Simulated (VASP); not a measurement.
Wanted: the native input for a VASP 6.6.1 run.

| Item | Value |
| --- | --- |
| Task | single point |
| Functional | r2SCAN |
| Potentials or basis | VASP PAW PBE potentials, release 64 (Rb_sv) |
| Cutoff | 520 eV |
| k mesh | 4 × 4 × 2 |
| Occupations | gaussian, width 0.1 eV |
| Spin | no spin polarisation |
| Dipole correction | no |
| Further INCAR settings | ALGO = Normal; EDIFF = 1e-06; NBANDS = 26 |

Crystal: Rb.

```
Rb
1.0
     4.73692   -3.13074    0.00000
     4.73692    3.13074    0.00000
     0.00000    0.00000   12.77107
Rb
4
Direct
  0.85000 0.15000 0.11700
  0.65000 0.35000 0.61700
  0.15000 0.85000 0.88300
  0.35000 0.65000 0.38300
```

The cell was built by a generator and needn't be a form met in nature.

One way to write it, as run:

POSCAR

```
Rb
1.0
    4.7369160813     -3.1307391606      0.0000000000
    4.7369160813      3.1307391606      0.0000000000
    0.0000000000      0.0000000000     12.7710652723
Rb
4
Direct
    0.8500000000      0.1500000000      0.1170000000
    0.6500000000      0.3500000000      0.6170000000
    0.1500000000      0.8500000000      0.8830000000
    0.3500000000      0.6500000000      0.3830000000
```

INCAR.step1

```
  PREC = Accurate
  ENCUT = 520
  ISMEAR = 0
  SIGMA = 0.1
  LREAL = F
  LASPH = T
  NELM = 60
  NBANDS = 26
  GGA = PE
  ALGO = Normal
  EDIFF = 1E-4
  LWAVE = T
  LCHARG = F
```

INCAR.step2

```
  PREC = Accurate
  ENCUT = 520
  EDIFF = 1E-6
  ISMEAR = 0
  SIGMA = 0.1
  LREAL = F
  LASPH = T
  NELM = 60
  ALGO = Normal
  ISIF = 2
  LWAVE = F
  LCHARG = T
  METAGGA = R2SCAN
  LMIXTAU = T
  LELF = T
  LVHAR = T
  NBANDS = 26
  ISTART = 1
```

KPOINTS

```
regular mesh
0
Gamma
  4 4 2
```

Potentials or basis: VASP PAW PBE potentials, release 64 (Rb_sv).

Command:

```bash
$ cat potpaw_PBE.64/Rb_sv/POTCAR > POTCAR
$ cp INCAR.step1 INCAR
$ mpirun -np 1 vasp_std > vasp.out
$ cp INCAR.step2 INCAR
$ mpirun -np 1 vasp_std > vasp.out
```

Results of the run:

The pressure is 0.2 GPa. The largest force is 0.443 eV/Å and the band gap on the k mesh is none (metal or under the smearing width).

Caveat: the PAW data sets were made with another functional, which shifts forces and pressure a little.

It took 6.1 min on 1 thread of AMD EPYC 9R45 96-Core Processor (Zen 5), with other jobs on the host, peak memory 0.46 GiB.
